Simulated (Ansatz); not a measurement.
# Two Ansatz runs on Ca

Structure from Materials Project entry mp-1067285 (possibly hypothetical), not relaxed further.

First run: DFT, PBE, all-electron LAPW, scalar-relativistic (Ansatz 0.2.0).

Command: `ansatz run input.yaml --threads 1 --pin off --max-ram 4096MiB --backend cpu --events-out ev --progress --plain --runs-dir out` The run took 46 s on 1 thread of Arm Neoverse V1, on a shared host.

```yaml
crystal:
  lattice:
    - [3.4629657, -3.66949151, 0.0]
    - [3.4629657, 3.66949151, 0.0]
    - [0.0, 0.0, 7.00911965]
  atoms:
    - { symbol: Ca, position: [0.16178946, 0.83821054, 0.19651411] }
    - { symbol: Ca, position: [0.83821054, 0.16178946, 0.80348589] }
    - { symbol: Ca, position: [0.33821054, 0.66178946, 0.69651411] }
    - { symbol: Ca, position: [0.66178946, 0.33821054, 0.30348589] }
kpoints:
  mp_grid: { grid: [7, 7, 5] }
  band_path:
    path:
      - [0.0, 0.0, 0.0]
      - [-0.5, 0.5, 0.0]
      - [-0.4726509816, 0.5273490184, 0.0]
      - [0.4726509816, 0.4726509816, 0.0]
      - [0.0, 0.0, 0.0]
      - [0.0, 0.0, 0.5]
      - [0.4726509816, 0.4726509816, 0.5]
      - [-0.4726509816, 0.5273490184, 0.5]
      - [-0.5, 0.5, 0.5]
    npoints: 14
scf:
  occupations: { method: fermi_dirac, width: 0.03 }
hamiltonian:
  xc: pbe
  pseudopotentials: { kind: all_electron, lapw: { basis_error: 0.001 } }
output:
  forces: true
  stress: true
  eigenvalues: true
  fatbands: true
  populations: true
  dos: { projected: true, de: 0.2, e_range: [-14, 8] }
```

Result: converged; pressure -0.19 GPa; largest force 0.035 eV/Å; no gap on the k mesh; 8 SCF iterations.

The input is then changed:

```diff
@@ -10,5 +10,5 @@
     - { symbol: Ca, position: [0.66178946, 0.33821054, 0.30348589] }
 kpoints:
-  mp_grid: { grid: [7, 7, 5] }
+  mp_grid: { grid: [10, 10, 8] }
   band_path:
     path:
@@ -25,4 +25,5 @@
 scf:
   occupations: { method: fermi_dirac, width: 0.03 }
+  mixing: { preconditioner: kerker_dos }
 hamiltonian:
   xc: pbe
@@ -32,6 +33,6 @@
   stress: true
   eigenvalues: true
-  fatbands: true
   populations: true
-  dos: { projected: true, de: 0.2, e_range: [-14, 8] }
+magnetization:
+  spin_polarized: true
```

(1) Predict the outcome of the changed run.

Results:

(1) It converged; pressure -0.15 GPa; largest force 0.039 eV/Å; moment 0.00 μB; 12 SCF iterations.
